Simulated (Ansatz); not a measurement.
Sb:

```xyz
2
Lattice="2.1542 1.2437 3.7580 -2.1542 1.2437 3.7580 0.0000 -2.4875 3.7580" Properties=species:S:1:pos:R:3 pbc="T T T"
Sb    0.0000    0.0000    8.6416
Sb    0.0000    0.0000    2.6324
```

Program: Ansatz 0.2.0. Alike in all runs: task band structure; potentials or basis Ansatz PAW; no spin polarisation; cell as given; smearing fermi-dirac 0.05 eV.

**Question.** Order these runs on this cell by their pressure, lowest first.
A. level r2SCAN50; k mesh 4 × 4 × 4; cutoff (eV) 500; points for each segment of the path 4; mesh quality coarse
B. level r2SCAN; k mesh 8 × 8 × 8; cutoff (eV) 500; points for each segment of the path 14; mesh quality not flagged
C. level BLYP; k mesh 8 × 8 × 8; cutoff (eV) 420; points for each segment of the path 14; mesh quality not flagged

**Answer.** A (-0.9 GPa), B (1.7 GPa), C (6.8 GPa).

Caveats: some runs use coarse meshes; the PAW data sets come from PBE, with cores solved anew for the run's functional, which leaves a small shift of forces and pressure; the thresholds are loose for stress (some runs).

Runs at the PBE level aren't shown here.
